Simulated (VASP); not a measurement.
Crystal: BaTiO3.

```xyz
5
Lattice="3.9904 0.0000 0.0000 0.0000 3.9904 0.0000 0.0000 0.0000 4.1027" Properties=species:S:1:pos:R:3 pbc="T T T"
Ba    1.9952    1.9952    2.3900
Ti    0.0000    0.0000    0.4104
O     0.0000    1.9952    0.2635
O     1.9952    0.0000    0.2635
O     0.0000    0.0000    2.2522
```

The cell is a database's computed one.

```yaml
Program: VASP 6.6.1
Task: relaxation of cell and atoms
Functional: RPBE
Potentials_or_basis: VASP PAW PBE potentials, release 64 (Ba_sv, Ti_sv, O)
Cutoff: 600 eV
k_mesh: 8 × 8 × 8
Occupations: gaussian, width 0.02 eV
Spin: no spin polarisation
```

At the start: pressure 7.1 GPa; volume 13.07 Å³/atom.

How do energy, volume and symmetry change on relaxing?

Over 38 steps the energy falls by 22.0 meV/atom and the volume is 14.25 Å³/atom (+9.1 %); space group P4mm (No. 99, to 0.05 Å).

The path:
```
step  energy change (eV)  largest force (eV/Å)  pressure (GPa)  volume (Å³)
   1              0.0000                0.0611            7.10        65.33
   2             -0.0227                0.7803           -4.93        70.96
   3             -0.0642                0.4335           -0.04        68.35
   4             -0.0757                0.1921            0.06        68.71
   5             -0.0779                0.1028            0.20        68.92
   6             -0.0870                0.1198           -0.02        69.34
   7             -0.0990                0.2712           -0.26        70.51
   8             -0.0992                0.4054           -0.46        70.36
   9             -0.1030                0.1414           -0.40        70.44
  10             -0.1045                0.0835            0.90        69.90
  11             -0.1047                0.0992            0.55        70.04
  12             -0.1070                0.0534            0.38        70.25
  13             -0.1080                0.0557            0.20        70.51
  14             -0.1078                0.1767           -0.53        70.87
  15             -0.1084                0.0538           -0.13        70.67
  16             -0.1090                0.0579            0.04        70.67
  17             -0.1092                0.0681            0.25        70.66
  18             -0.1096                0.0291            0.22        70.78
  19             -0.1098                0.0599            0.18        70.99
  20             -0.1099                0.0313           -0.14        71.21
  21             -0.1099                0.0306           -0.07        71.16
  22             -0.1100                0.0234           -0.04        71.15
  23             -0.1100                0.0235           -0.01        71.13
  24             -0.1100                0.0097            0.06        71.11
  25             -0.1100                0.0115            0.10        71.11
  26             -0.1101                0.0090            0.04        71.15
  27             -0.1101                0.0060           -0.03        71.20
  28             -0.1101                0.0068           -0.01        71.19
  29             -0.1101                0.0073           -0.02        71.19
  30             -0.1101                0.0145           -0.03        71.20
  31             -0.1101                0.0114           -0.01        71.19
  32             -0.1101                0.0068            0.05        71.18
  33             -0.1101                0.0082            0.04        71.18
  34             -0.1101                0.0054            0.03        71.19
  35             -0.1101                0.0126            0.02        71.23
  36             -0.1101                0.0063           -0.01        71.24
  37             -0.1101                0.0063           -0.03        71.26
  38             -0.1101                0.0047           -0.02        71.26
```

Final structure:
```xyz
5
Lattice="3.9978 0.0000 0.0000 0.0000 3.9978 0.0000 0.0000 0.0000 4.4587" Properties=species:S:1:pos:R:3 pbc="T T T"
Ba    1.9989    1.9989    2.7035
Ti    0.0000    0.0000    0.5325
O     0.0000    1.9989    0.2504
O     1.9989    3.9978    0.2504
O     0.0000    0.0000    2.3270
```

Caveat: the PAW data sets were made with another functional, which shifts forces and pressure a little.
